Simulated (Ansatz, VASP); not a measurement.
**Os in VASP and in Ansatz**

The input INCAR:

```
PREC = Accurate ; ENCUT = 600
EDIFF = 1E-7 ; ISMEAR = -1
SIGMA = 0.05 ; LREAL = False
LASPH = True ; NELM = 100
ALGO = Normal ; ISIF = 3
LWAVE = False ; LCHARG = False
GGA = B5 ; ALDAX = 1.0
AGGAX = 1.0 ; AGGAC = 1.0
ALDAC = 0.0 ; IBRION = 2
NSW = 60 ; EDIFFG = -0.01
```

The input KPOINTS:

```
Automatic mesh
0
Gamma
  11 11 6
```

The input POSCAR:

```
Os
1.0
    2.7341000000      0.0000000000      0.0000000000
   -1.3670500000      2.3678000565      0.0000000000
    0.0000000000      0.0000000000      4.3197000000
Os
2
Direct
    0.6666666667      0.3333333333      0.7500000000
    0.3333333333      0.6666666667      0.2500000000
```

The input input.yaml:

```yaml
crystal:
  lattice:
    - [2.7341, 0.0, 0.0]
    - [-1.36705, 2.3678000565, 0.0]
    - [0.0, 0.0, 4.3197]
  atoms:
    - { symbol: Os, position: [0.6666666667, 0.3333333333, 0.75] }
    - { symbol: Os, position: [0.3333333333, 0.6666666667, 0.25] }
hamiltonian:
  xc: blyp
  pseudopotentials: { kind: paw }
kpoints:
  mp_grid: { grid: [11, 11, 6] }
scf:
  occupations: { method: fermi_dirac, width: 0.05 }
output:
  forces: true
  stress: true
  write_density: true
  write_potential: true
  elf: true
  volumetric_format: npy
relax:
  f_tol: 0.01
  max_steps: 40
  cell: { stress_tol: 0.05 }
```

Alike in both runs: task relaxation of cell and atoms; functional BLYP; k mesh 11 × 11 × 6; occupations fermi-dirac, width 0.05 eV; no spin polarisation.

```csv
,VASP,Ansatz
version,VASP 6.6.1,Ansatz 0.2.0
potentials or method,"VASP PAW PBE potentials, release 64 (Os)",Ansatz PAW
plane-wave cutoff (eV),600,420
valence electrons in the cell,16,32
```

Ansatz gave:

```
gap on the k mesh at the Fermi level, each at its own relaxed structure (eV) : none
relaxed volume (Å³/atom)                                                     : 14.91
relaxed cell length with the largest relative difference (Å)                 : 2.796
energy change over the relaxation (meV/atom)                                 : -70
```

Q: Which values does VASP return?

A: gap on the k mesh at the Fermi level, each at its own relaxed structure (eV): none; relaxed volume (Å³/atom): 15.02; relaxed cell length with the largest relative difference (Å): 2.803; energy change over the relaxation (meV/atom): -90.

A gap of «none» marks a metal or a gap that the smearing closes. The two sets of potentials don't hold the same shells in valence.

Caveats: the PAW data sets were made with another functional, which shifts forces and pressure a little (VASP); the plane-wave basis is chosen anew once the cell has moved, so the energies of steps on either side of that aren't comparable (Ansatz); the PAW data sets come from PBE, with cores solved anew for the run's functional, which leaves a small shift of forces and pressure (Ansatz). Zero-point motion and thermal expansion aren't in these numbers. Spin-orbit coupling is left out, which matters for the levels of Os.
